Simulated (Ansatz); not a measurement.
The system is C.

```
CELL_PARAMETERS angstrom
2.52210 0.00000 0.00000
-1.26105 2.18420 0.00000
0.00000 0.00000 8.23710
ATOMIC_POSITIONS crystal
C 0.66667 0.33333 0.84375
C 0.33333 0.66667 0.34375
C 0.66667 0.33333 0.65625
C 0.33333 0.66667 0.15625
C 0.00000 0.00000 0.90625
C 0.00000 0.00000 0.40625
C 0.00000 0.00000 0.59375
C 0.00000 0.00000 0.09375
```

This is a hexagonal form of diamond, not graphite.

| Item | Value |
| --- | --- |
| Program | Ansatz 0.2.0 |
| Task | relaxation of cell and atoms |
| Functional | r2SCAN |
| Dispersion | D3(BJ) |
| Potentials or basis | Ansatz PAW |
| Cutoff | 500 eV (not typed: the program's choice for these potentials) |
| k mesh | 12 × 12 × 4 |
| Occupations | fermi-dirac, width 0.05 eV |
| Spin | no spin polarisation |

At the start: volume 5.67 Å³/atom.

Q: How do energy, volume and symmetry change on relaxing?

A: It ends after 5 steps and the volume is 5.61 Å³/atom (-1.0 %); space group P6_3/mmc (No. 194, to 0.05 Å).

Step by step:
| step | energy change (eV) | largest force (eV/Å) | volume (Å³) |
| --- | --- | --- | --- |
| 1 | 0.0000 | 0.3588 | 45.38 |
| 2 | -0.0201 | 0.4064 | 45.09 |
| 3 | -0.0266 | 0.1968 | 45.00 |
| 4 | -0.0281 | 0.0037 | 44.91 |
| 5 | -0.0279 | 0.0038 | 44.91 |

Final structure:
```
C
1.0
     2.50506    0.00000    0.00000
    -1.25253    2.16944    0.00000
     0.00000    0.00000    8.26430
C
8
Direct
  0.66667 0.33333 0.84449
  0.33333 0.66667 0.34449
  0.66667 0.33333 0.65551
  0.33333 0.66667 0.15551
  0.00000 0.00000 0.90707
  0.00000 0.00000 0.40707
  0.00000 0.00000 0.59293
  0.00000 0.00000 0.09293
```

Caveat: the plane-wave basis is chosen anew once the cell has moved, so the energies of steps on either side of that aren't comparable; the PAW data sets come from PBE, with cores solved anew for the run's functional, which leaves a small shift of forces and pressure; the dispersion damping was fitted for another functional or another form of the correction.
